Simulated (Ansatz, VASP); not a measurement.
# MoS2 in two plane-wave programs

Aim: how closely do two programs agree when they are given the same cell, functional and k mesh? The structure shown is the start of the Ansatz relaxation below; VASP solves that cell, so the two are compared at the walk's first step.

Main program and level: Ansatz 0.2.0; plane waves, with VASP 6.6.1 beside it; single point at LDA.

### 1. Starting point

The cell holds 3 atoms: 1 Mo and 2 S. Cell: a = 3.458 Å, b = 3.458 Å, c = 29.617 Å, α = 90.0°, β = 90.0°, γ = 120.0°. Vacuum lies along c. The height across the vacuum is the one that the program set for its solve, not the one typed.

### 2. Ansatz: relaxation, LDA

Ansatz runs on its default PAW (the set named soft_2) files.

The two programs are compared at the cell with which this relaxation starts, whose forces are those of its first step.

File input.yaml:

```yaml
crystal:
  lattice:
    - [3.458, 0.0, 0.0]
    - [-1.729, 2.9947158463, 0.0]
    - [0.0, 0.0, 18.9085932453]
  atoms:
    - { symbol: Mo, position: [0.0, 0.0, 0.5] }
    - { symbol: S, position: [0.3333333333, 0.6666666667, 0.5769119418] }
    - { symbol: S, position: [0.6666666667, 0.3333333333, 0.4230880582] }
  periodic: [true, true, false]
kpoints:
  mp_grid: { grid: [9, 9, 1] }
hamiltonian:
  xc: lda
scf:
  occupations: { method: fermi_dirac, width: 0.02 }
relax:
  f_tol: 0.01
  max_steps: 80
  cell: {}
```

Launch:

```bash
$ ansatz run input.yaml --threads 4 --pin off --max-ram 14745MiB --backend cpu --events-out ev --progress --plain --runs-dir out
```

Numbers of over 12 decimals in the logs are rounded to 6 here.

What it wrote:

```text
Warning: crystal.periodic: the lattice vector that does not repeat stood 0.000° off the slab's normal, 18.909 Å along it as the deck builds it. The run solves the slab on a vector along the normal, 29.617 Å long, with every atom where it was (on the deck's vector they left 16.00 Å outside them, and the widest stretch free of ions among them is 1.45 Å). A fractional position that the run reports is one of the run's ce [...]
crystal.periodic: the lattice vector that does not repeat stood 0.000° off the slab's normal, 18.909 Å along it as the deck builds it. The run solves the slab on a vector along the normal, 29.617 Å long, with every atom where it was (on the deck's vector they left 16.00 Å outside them, and the widest stretch free of ions among them is 1.45 Å). A fractional position that the run reports is one of the run's cell, which [...]
Engine: ansatz 0.2.0, aarch64-unknown-linux-gnu
Pseudopotentials: kind: paw
Pseudopotential: Mo, paw, valence charge 14, recommended cutoff 420 eV (normal), Mo.paw.azcp
Pseudopotential: S, paw, valence charge 6, recommended cutoff 420 eV (normal), S.paw.azcp
Functional definition: SPW92
  exchange = slater_x
  correlation = pw_c
Crystal: 3 atoms, lattice volume = 306.708 Å³
Basis set: ecut = 420 eV, 5973 PW (Γ)
Bands: 17, of which v1, the nominal top of the filled ones, is band 13 counted from 1 (12 counted from 0)
Symmetry: 12 space group operations
Space group: P-3m1 (ITA 164), of the structure as read, at distance tolerance 6.7e-5 Å
k-points: 12 of 81
Non-local potential: Mo, projectors of the file, l = 0: 3, l = 1: 2, l = 2: 2, l = 3: 1
Non-local potential: S, projectors of the file, l = 0: 2, l = 1: 2, l = 2: 2
PAW form: soft (Blöchl's): semilocal exchange-correlation on the pseudo side does not see the compensation charge
PAW frozen core: Mo, regenerated for the run's functional, and the local potential with it (the file was generated under x = pbe(κ = 0.804, μ = 0.219515), c = pbe(β = 0.066725))
PAW frozen core: S, regenerated for the run's functional, and the local potential with it (the file was generated under x = pbe(κ = 0.804, μ = 0.219515), c = pbe(β = 0.066725))
PAW one-centre angular grid: Mo, 590 points (default); XC on 64 Gauss nodes
PAW one-centre angular grid: S, 110 points (default); XC on 64 Gauss nodes
Initial density: superposition of atomic densities (neutral atoms: chi_scale 0, normalization atom), corrected by the library's trained network
Initial wavefunctions: pseudopotential atomic-orbital guess
Functional: x = slater, c = lda
SCF iter   1: F=—  HF=-6583.309027 eV  |F-HF|=—  |Δ(HF+E_count)|=         —  Δρ=6.31e-3  dr2=1.14e-1  ethr=1.77e-3  ⟨swp⟩=14.6  Hψ=1996  notcnv=0
preconditioner: auto → LDOS  [insulator: Δε(μ)=0.073 eV  Ē_g=7.148 eV  σ=0.020 eV  W_gap=0.52  n_scr=16 (ndim 8)  ℏωp=9.0 eV  f_vac=0.773  D(μ)=1.18/eV (n_scr^D=6)  ε∞_Penn≈2.6  β→1.0]
[...]
Crystal: 3 atoms, lattice volume = 250.041 Å³
Basis set: ecut = 420 eV, 4875 PW (Γ)
iter 1 solved again at ethr=1.09e-4 eV; its pass at ethr=3.10e-3 eV (dr2=2.84e-2 eV) is discarded
SCF iter   1: F=—  HF=-6583.925164 eV  |F-HF|=—  |Δ(HF+E_count)|=         —  Δρ=4.31e-3  dr2=2.91e-2  ethr=1.09e-4  ⟨swp⟩=3.3  Hψ=2388  notcnv=0
preconditioner: auto → LDOS  [insulator: Δε(μ)=0.219 eV  Ē_g=7.963 eV  σ=0.020 eV  W_gap=0.72  n_scr=16 (ndim 8)  ℏωp=10.0 eV  f_vac=0.758  D(μ)=1.82/eV (n_scr^D=10)  ε∞_Penn≈2.6  β→1.0]
SCF iter   2: F=—  HF=-6583.919043 eV  |F-HF|=—  |Δ(HF+E_count)|=   6.12e-3  Δρ=1.82e-3  dr2=8.40e-3  ethr=1.09e-4  ⟨swp⟩=3.8  Hψ=520  notcnv=0
SCF iter   3: F=—  HF=-6583.916515 eV  |F-HF|=—  |Δ(HF+E_count)|=   2.53e-3  Δρ=4.86e-4  dr2=7.64e-4  ethr=3.23e-5  ⟨swp⟩=3.5  Hψ=554  notcnv=0
SCF iter   4: F=—  HF=-6583.916304 eV  |F-HF|=—  |Δ(HF+E_count)|=   2.11e-4  Δρ=8.89e-5  dr2=2.88e-5  ethr=2.94e-6  ⟨swp⟩=3.4  Hψ=442  notcnv=0
SCF iter   5: F=—  HF=-6583.916265 eV  |F-HF|=—  |Δ(HF+E_count)|=   3.95e-5  Δρ=2.12e-5  dr2=1.20e-6  ethr=1.11e-7  ⟨swp⟩=3.5  Hψ=416  notcnv=0
SCF iter   6: F=-6583.916265 eV  HF=-6583.916266 eV  |F-HF|=1.18e-7  |Δ(HF+E_count)|=   6.04e-7  Δρ=7.75e-6  dr2=1.91e-7  ethr=1.15e-9  ⟨swp⟩=8.1  Hψ=1148  notcnv=0
SCF 3 converged in 6 iterations: F = -6583.916265 eV  dr2 = 1.91e-7
relax step   3: F+E_penalty+E_count = -6583.91626545 eV  Δ(F+E_penalty+E_count) = -1.845e-1 eV  max|allowed force component| = 3.363e-1 eV/Å  Δτ_max = 0.1331 Å  P = -2.234 N/m  Ω = 250.041 Å³  energy of the carried Pulay correction = +7.880e-4 eV  fix = [c, alpha, beta]  reactions: c -0.000 N/m  (6 SCF iters, dr2 threshold 3.00e-7 eV, accepted)
[...]
relax step   4: F+E_penalty+E_count = -6583.92858527 eV  Δ(F+E_penalty+E_count) = -1.232e-2 eV  max|allowed force component| = 6.822e-2 eV/Å  Δτ_max = 0.0010 Å  P = +0.909 N/m  Ω = 242.227 Å³  energy of the carried Pulay correction = +9.095e-4 eV  fix = [c, alpha, beta]  reactions: c +0.000 N/m  (5 SCF iters, dr2 threshold 3.00e-7 eV, accepted)
[...]
relax step   5: F+E_penalty+E_count = -6583.93068864 eV  Δ(F+E_penalty+E_count) = -2.103e-3 eV  max|allowed force component| = 8.785e-3 eV/Å  Δτ_max = 0.0040 Å  P = +0.016 N/m  Ω = 244.764 Å³  energy of the carried Pulay correction = +8.697e-4 eV  fix = [c, alpha, beta]  reactions: c +0.000 N/m  (5 SCF iters, dr2 threshold 3.00e-7 eV, accepted)
[...]
relax step   6: F+E_penalty+E_count = -6583.92990994 eV  Δ(F+E_penalty+E_count) = +7.787e-4 eV  max|allowed force component| = 8.909e-3 eV/Å  Δτ_max = 0.0000 Å  P = +0.015 N/m  Ω = 244.764 Å³  fix = [c, alpha, beta]  reactions: c +0.000 N/m  stress off target by 1.55e-2 N/m on what of the cell is left free  SCF on the basis re-selected at this cell (its energy is not comparable with the rows above)  (6 SCF iters)
basis re-selected at this cell: Δ(F+E_penalty+E_count) = +7.787e-4 eV, ΔP = -0.001 N/m vs the last step (what re-selecting the basis moved, of the pressure what is left beyond the Pulay correction that the steps carried, after the strain that the cell walked since its last selection, with what the two solves' SCF thresholds leave and, on support functions, any second-order correction that the steps lacked; it is no m [...]
SCF converged after 6 iterations
Free energy (F): -6583.929910 eV
Harris-Foulkes:  -6583.929910 eV  (|F-HF|=3.27e-11)
Internal energy: -6583.928015 eV  (E = F + TS)
E sigma→0 (E₀):  -6583.928963 eV
Entropy (-TS):   -0.001895 eV (-0.632 meV/atom)
Fermi energy:    -5.351682 eV
--- Per-component energies (eV) ---
  E_band       = -582.089387
  E_kinetic    = 658.995121
  E_local      = -45829.579585  (includes V_loc(G=0)·N_el)
  E_nonlocal   = 206.691808
  E_hartree    = 22472.862601
  E_xc         = -376.104693
  E_vxc        = -405.647780  (∫ρ·V_xc dr)
  E_paw        = -4226.933628  (= ΣΔE_a)
  E_vpaw       = -158.274206  (= ΣTr[D̂ρ^β])
  E_aug_tail   = 0.000026  (compensation charges beyond the density's cutoff)
  E_ewald      = 20509.361123
  E_core_change = 0.779211  (= ΣΔE_core)
  E_smearing   = -0.001895  (= −TS)
  E_closure    = 0.000000  (closes the sum)
  Σ components = -6583.929910   (vs F -6583.929910, Δ=0.00e0)
--- Forces (eV/Å), atoms counted from 1 ---
  atom   1  Mo    -0.00000000     0.00000000     0.00000000
  atom   2  S      0.00000000     0.00000000     0.00890950
  atom   3  S     -0.00000000    -0.00000000    -0.00890950
  max |Σ_I F_I| component: 1.73e-18 eV/Å
--- 2D stress c σ (N/m, compression-positive) ---
        0.015494      -0.000000       0.000000
        0.000000       0.015494      -0.000000
        0.000000      -0.000000       0.000000
  P = ½ c Tr σ = 0.0155 N/m
--- Relaxed structure (5 steps of the walk, 5 accepted, 1 SCFs on fresh bases) ---
  F+E_penalty+E_count = -6583.92990994 eV   max|allowed force component| = 8.909e-3 eV/Å   (the final SCF, on the basis selected at the relaxed cell)
  cell:  # Å, volume = 244.7636 Å³
    - [3.089130, 0.0, 0]
    - [-1.544565, 2.675265, 0]
    - [0, 0, 29.617186]
  atoms:
    - { symbol: Mo, position: [0, 0, 0.319217] }
    - { symbol: S, position: [0.333333, 0.666667, 0.373263] }
    - { symbol: S, position: [0.666667, 0.333333, 0.265170] }
```

In the SCF lines HF is the Harris–Foulkes energy and dr2 the Hartree energy of the density residual, in eV; the loop may stop once dr2 is under the threshold and the program's other checks hold. Hψ counts applications of the Hamiltonian.

### 3. VASP: single point, LDA, start cell

The same cell, functional (in two slightly different forms), mesh and smearing now go to VASP, with its own data sets.

Lines of VASP's logs that name or quote its potential files are left out, and so is its time.

File INCAR:

```
SYSTEM = MoS2
PREC = Accurate
ENCUT = 400
EDIFF = 1E-06
NELM = 120
ISMEAR = -1
SIGMA = 0.02
LREAL = .FALSE.
ALGO = Normal
GGA = CA
NBANDS = 19
LASPH = .TRUE.
LORBIT = 11
LWAVE = .FALSE.
LCHARG = .FALSE.
ISIF = 2
LDIPOL = .TRUE.
IDIPOL = 3
DIPOL = 0.5 0.5 0.319
LVHAR = .TRUE.
GGA_COMPAT = .FALSE.
NELMDL = -8
```

File POSCAR:

```
MoS2
1.0
    3.4580000000      0.0000000000      0.0000000000
   -1.7290000000      2.9947160000      0.0000000000
    0.0000000000      0.0000000000     29.6171860000
Mo S
1 2
Direct
    0.0000000000      0.0000000000      0.3192165859
    0.3333332777      0.6666665554      0.3683196979
    0.6666667223      0.3333334446      0.2701134402
```

File KPOINTS:

```
Automatic mesh
0
Gamma
9 9 1
0 0 0
```

PAW data sets: Mo_sv and S (LDA family, release 64).

Launch:

```bash
$ mpirun -np 1 vasp_std
```

What it wrote:

```text
[banner, memory and clock lines left out]
running    1 mpi-ranks, on    1 nodes
 distrk:  each k-point on    1 cores,    1 groups
 distr:  one band on    1 cores,    1 groups

 POSCAR found type information on POSCAR MoS
 POSCAR found :  2 types and       3 ions
 LDA part: xc-table for (Slater(with rela. corr.)+CA(PZ))
 , standard interpolation
 POSCAR, INCAR and KPOINTS ok, starting setup
 FFT: planning ... GRIDC
 FFT: planning ... GRID_SOFT
 FFT: planning ... GRID
 WAVECAR not read
 entering main loop
       N       E                     dE             d eps       ncg     rms          rms(c)
DAV:   1     0.125827422699E+03    0.12583E+03   -0.11380E+04   648   0.816E+02
DAV:   2    -0.111405662172E+02   -0.13697E+03   -0.13341E+03   603   0.190E+02
DAV:   3    -0.246626885710E+02   -0.13522E+02   -0.13446E+02   609   0.530E+01
DAV:   4    -0.248683147532E+02   -0.20563E+00   -0.19980E+00   615   0.736E+00
DAV:   5    -0.248735676015E+02   -0.52528E-02   -0.51680E-02   622   0.109E+00
DAV:   6    -0.248737410012E+02   -0.17340E-03   -0.17338E-03   612   0.194E-01
DAV:   7    -0.248737479859E+02   -0.69847E-05   -0.69846E-05   631   0.363E-02
DAV:   8    -0.248737483620E+02   -0.37611E-06   -0.37580E-06   567   0.802E-03    0.191E+01
DAV:   9    -0.235459071144E+02    0.13278E+01   -0.18208E+01   484   0.246E+01    0.867E+00
DAV:  10    -0.231966034907E+02    0.34930E+00   -0.99956E+00   493   0.177E+01    0.563E+00
DAV:  11    -0.228888128323E+02    0.30779E+00   -0.15434E+00   514   0.741E+00    0.120E+00
DAV:  12    -0.228896355207E+02   -0.82269E-03   -0.38287E-02   545   0.121E+00    0.616E-01
DAV:  13    -0.228854496972E+02    0.41858E-02   -0.30019E-02   523   0.100E+00    0.151E-01
DAV:  14    -0.228851275420E+02    0.32216E-03   -0.13220E-03   523   0.237E-01    0.659E-02
[...]
DAV:  20    -0.228858555641E+02   -0.58154E-04   -0.33369E-06   446   0.688E-03    0.180E-03
DAV:  21    -0.228858813568E+02   -0.25793E-04   -0.78554E-07   461   0.308E-03    0.129E-03
DAV:  22    -0.228858979037E+02   -0.16547E-04   -0.15050E-06   422   0.512E-03    0.141E-03
DAV:  23    -0.228859038210E+02   -0.59173E-05   -0.23616E-07   395   0.258E-03    0.406E-04
DAV:  24    -0.228859088945E+02   -0.50735E-05   -0.14921E-07   372   0.111E-03    0.460E-04
DAV:  25    -0.228859107947E+02   -0.19002E-05   -0.33274E-08   374   0.681E-04    0.145E-04
DAV:  26    -0.228859120585E+02   -0.12639E-05   -0.30323E-08   353   0.504E-04    0.983E-05
DAV:  27    -0.228859123294E+02   -0.27089E-06   -0.25480E-09   306   0.321E-04
   1 F= -.22885912E+02 E0= -.22884122E+02  d E =-.357985E-02
```

Parts of OUTCAR (step 3):

```text
ion  position               nearest neighbor table
   1  0.000  0.000  0.319-   2 2.47   2 2.47   2 2.47   3 2.47   3 2.47   3 2.47
   2  0.333  0.667  0.368-   1 2.47   1 2.47   1 2.47
   3  0.667  0.333  0.270-   1 2.47   1 2.47   1 2.47

  LATTYP: Found a hexagonal cell.
 ALAT       =     3.4580000000
 C/A-ratio  =     8.5648311163

 Subroutine GETGRP returns: Found 12 space group operations
 (whereof  6 operations were pure point group operations)

The static configuration has the point symmetry C_3v.
 The point group associated with its full space group is D_3d.

 Found     12 irreducible k-points:

   k-points           NKPTS =     12   k-points in BZ     NKDIM =     12   number of bands    NBANDS=     19

   dimension x,y,z NGX =    24 NGY =   24 NGZ =  196
   dimension x,y,z NGXF=    48 NGYF=   48 NGZF=  392

   ENCUT  =  400.0 eV  29.40 Ry    5.42 a.u.   5.64  5.64 48.30*2*pi/ulx,y,z

   NELECT =      26.0000    total number of electrons

 k-points in reciprocal lattice and weights: Automatic mesh
   0.00000000  0.00000000  0.00000000       0.012
   0.11111111  0.00000000  0.00000000       0.074
   0.22222222  0.00000000  0.00000000       0.074
   0.33333333 -0.00000000  0.00000000       0.074
   0.44444444  0.00000000  0.00000000       0.074
   0.11111111  0.11111111  0.00000000       0.074
   0.22222222  0.11111111  0.00000000       0.148
   0.33333333  0.11111111  0.00000000       0.148
   0.44444444  0.11111111  0.00000000       0.074
   0.22222222  0.22222222  0.00000000       0.074
   0.33333333  0.22222222  0.00000000       0.148
   0.33333333  0.33333333  0.00000000       0.025

 dipolmoment           0.000000      0.000000      0.000007 electrons x Angstroem

 average (electrostatic) potential at core
       1 -85.8975       2 -95.5248       3 -95.5249

 E-fermi :  -3.3748

 k-point     1 :       0.0000    0.0000    0.0000
  band No.  band energies     occupation
    ...
     10      -5.3878      2.00000
     11      -4.2614      2.00000
     12      -4.2614      2.00000
     13      -4.0267      2.00000
     14      -4.0267      2.00000
     15      -3.2160      0.00071
     16      -0.0857      0.00000
     17      -0.0857      0.00000
     18       1.4752      0.00000
     19       1.8582      0.00000

 k-point     2 :       0.1111    0.0000    0.0000
  band No.  band energies     occupation
    ...
     10      -5.3310      2.00000
     11      -5.0819      2.00000
     12      -4.9179      2.00000
     13      -3.8841      2.00000
     14      -3.3590      0.62414
     15      -2.8898      0.00000
     16      -0.6201      0.00000
     17      -0.1932      0.00000
     18       1.8168      0.00000
     19       2.1016      0.00000

 k-point     3 :       0.2222    0.0000    0.0000
  band No.  band energies     occupation
    ...
      9      -7.2638      2.00000
     10      -6.8013      2.00000
     11      -5.4112      2.00000
     12      -4.8809      2.00000
     13      -4.1081      2.00000
     14      -2.8771      0.00000
     15      -2.5166      0.00000
     16      -0.9740      0.00000
     17      -0.2764      0.00000
     18       2.5058      0.00000
    ...

  Total       -6.3472694     -6.3472701     -2.0058231     -0.0000000      0.0000000      0.0000000
  in kB      -33.1568368    -33.1568402    -10.4780093     -0.0000000      0.0000000      0.0000000
  external PRESSURE =     -25.5972288 kB  Pullay stress =       0.0000000 kB

  energy-cutoff  :      400.00
  volume of cell :      306.71
      direct lattice vectors                 reciprocal lattice vectors
     3.458000000  0.000000000  0.000000000     0.289184500  0.166960740  0.000000000
    -1.729000000  2.994716000  0.000000000     0.000000000  0.333921480  0.000000000
     0.000000000  0.000000000 29.617186000     0.000000000  0.000000000  0.033764180

 POSITION                                       TOTAL-FORCE (eV/Angst)
 -----------------------------------------------------------------------------------
      0.00000      0.00000      9.45430         0.000000      0.000000      0.000000
      0.00000      1.99648     10.90859         0.000000      0.000000     -0.658725
      1.72900      0.99824      8.00000        -0.000000     -0.000000      0.658725
 -----------------------------------------------------------------------------------
    total drift:                                0.000000     -0.000000      0.000924

  FREE ENERGIE OF THE ION-ELECTRON SYSTEM (eV)
  ---------------------------------------------------
  free  energy   TOTEN  =       -22.8859123294 eV

  energy  without entropy=      -22.8823324781  energy(sigma->0) =      -22.88412240

 vacuum level on the upper side and lower side of the slab         2.278         2.278

 total charge
# of ion       s       p       d       tot
------------------------------------------
    1        2.286   6.178   3.763  12.227
    2        1.358   2.300   0.000   3.657
    3        1.358   2.300   0.000   3.657
--------------------------------------------------
tot          5.002  10.777   3.763  19.541

[... 3 further parts left out ...]
```

This run has no spin polarisation, so a moment on Mo, if there is one, isn't seen.

### 4. Comparison

Known differences besides the potentials themselves: the two LDA forms differ slightly; Ansatz cuts the interaction across the vacuum, VASP repeats the sheet with a dipole correction; the cutoff is 420 eV in Ansatz and 400 eV in VASP; VASP's log shows a relativistic correction to its local exchange, Ansatz's none. Total energies have different zeros and are not compared.

Forces (eV/Å; atoms numbered as in POSCAR):

| atom | Ansatz x, y, z | VASP x, y, z |
| --- | --- | --- |
| Mo1 | 0.000, 0.000, 0.000 | 0.000, 0.000, 0.000 |
| S2 | 0.000, 0.000, -0.683 | 0.000, 0.000, -0.659 |
| S3 | 0.000, 0.000, 0.683 | 0.000, 0.000, 0.659 |

The forces differ by 12 meV/Å r.m.s., which is 3.7 % of the r.m.s. force of 0.311 eV/Å (both taken over all components). With vacuum in the cell, a pressure given here is an average over mostly empty space and none of the material.

### 5. What came out

```yaml
r_m_s_force_difference_single_point_lda_start_cell: 3.7 % of the r.m.s. force
```

What this shows: The r.m.s. force difference is 3.7 % of the r.m.s. force (single point, LDA, start cell), beyond the 3 % picked in this series as the mark of a large difference. 1 further run of this series is not shown here. How closely two codes agree says nothing of how well the functional describes the real material.

[Lines on the potential files, build, host, timing and source positions are cut from VASP's logs without a mark.]

[Logs are printed without paths, hosts, clocks, repeated set-up lines and the standing remarks that a program may print on its own settings, such as how far it seeks lower states.]

[Hosts, paths, dates, database ids (printed as entryN), source tags and the programs' standing remarks are cut or masked in the printed files.]
